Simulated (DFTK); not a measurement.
Be:

```
CELL_PARAMETERS angstrom
2.28530 0.00000 0.00000
-1.14265 1.97913 0.00000
0.00000 0.00000 3.58420
ATOMIC_POSITIONS crystal
Be 0.66667 0.33333 0.75000
Be 0.33333 0.66667 0.25000
```

| Property | Result |
| --- | --- |
| Program | DFTK 0.8.2 |
| Task | single point |
| Functional | PBE |
| Potentials or basis | dojo.nc.sr.pbe.v0_4_1.standard.upf (PBE) |
| Cutoff | 1197 eV |
| k mesh | 13 × 13 × 8 |
| Occupations | fermi-dirac, width 0.05 eV |
| Spin | no spin polarisation |

On this cell: pressure -2.0 GPa; largest force under 0.003 eV/Å; band gap on the k mesh none (metal or under the smearing width).

The same run follows on a disturbed copy (atoms moved at random, drawn with an rms of 0.05 Å):

```
Be
1.0
     2.28530    0.00000    0.00000
    -1.14265    1.97913    0.00000
     0.00000    0.00000    3.58420
Be
2
Direct
  0.68824 0.33844 0.75018
  0.31739 0.65676 0.25854
```

Q: What does the disturbed cell give?

A: The energy (extrapolated to zero smearing) moves by +6.9 meV/atom; pressure -1.8 GPa; largest force 0.365 eV/Å; band gap on the k mesh none (metal or under the smearing width).

Forces on the atoms (eV/Å):
```
Be  -0.257 -0.119  0.231
Be   0.257  0.119 -0.231
```

Stress tensor (GPa, compression positive):
```
-1.04  1.42 -0.28
 1.42 -2.28 -0.13
-0.28 -0.13 -2.18
```
